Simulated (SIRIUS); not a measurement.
**BaTiO3 in SIRIUS: the effect of potentials**

BaTiO3:

```
CELL_PARAMETERS angstrom
2.82767 1.63255 2.31773
-2.82767 1.63255 2.31773
0.00000 -3.26511 2.31773
ATOMIC_POSITIONS crystal
Ba 0.03347 0.98847 0.00184
Ti 0.50610 0.52748 0.53723
O 0.48625 0.49715 0.97115
O 0.47409 0.98642 0.47201
O 0.97879 0.47918 0.49647
```

The cell isn't the ideal one: all atoms moved at random.

Alike in all runs:

| Quantity | Value |
| --- | --- |
| Program | SIRIUS 7.10.0 |
| Task | single point |
| Functional | PBE |
| k mesh | 3 × 3 × 3 |
| Occupations | fermi-dirac, width 0.05 eV |
| Spin | no spin polarisation |

| potentials | cutoff | gap on the mesh (eV) | pressure (GPa) | largest force (eV/Å) |
| --- | --- | --- | --- | --- |
| PseudoDojo 0.4.1 PBE standard (scalar relativistic) | 1152 eV | 3.02 | 9.7 | 2.07 |
| SSSP 1.3.0 PBE efficiency | 828 eV | 3.00 | 9.7 | 2.08 |
| GBRV 1.5 PBE (ultrasoft) | 557 eV | 3.01 | 10.6 | 2.13 |
| PseudoDojo 0.4 PBE stringent (scalar relativistic) | 1254 eV | 3.02 | 9.1 | 2.08 |
| SG15 1.2 PBE (norm-conserving) | 1152 eV | ? | ? | ? |
| in-house norm-conserving set, PBE (scalar relativistic) | 1254 eV | 3.01 | 9.3 | 2.10 |
| JTH 2.0 PBE (PAW) | 611 eV | 3.00 | 10.7 | 2.09 |

Task: What does the run with potentials SG15 1.2 PBE (norm-conserving) give?

Result: gap on the mesh 3.04 eV; pressure 9.4 GPa; largest force 2.14 eV/Å.

Caveats: all runs use coarse meshes; spin-orbit coupling is left out, which moves the levels of the heavy elements; an odd mesh through Γ misses points on the zone boundary, where band edges often lie; forces of over 1 eV/Å show positions far from the minimum, so gaps and moduli don't describe the material at rest; this release of the barium file is off (some runs).
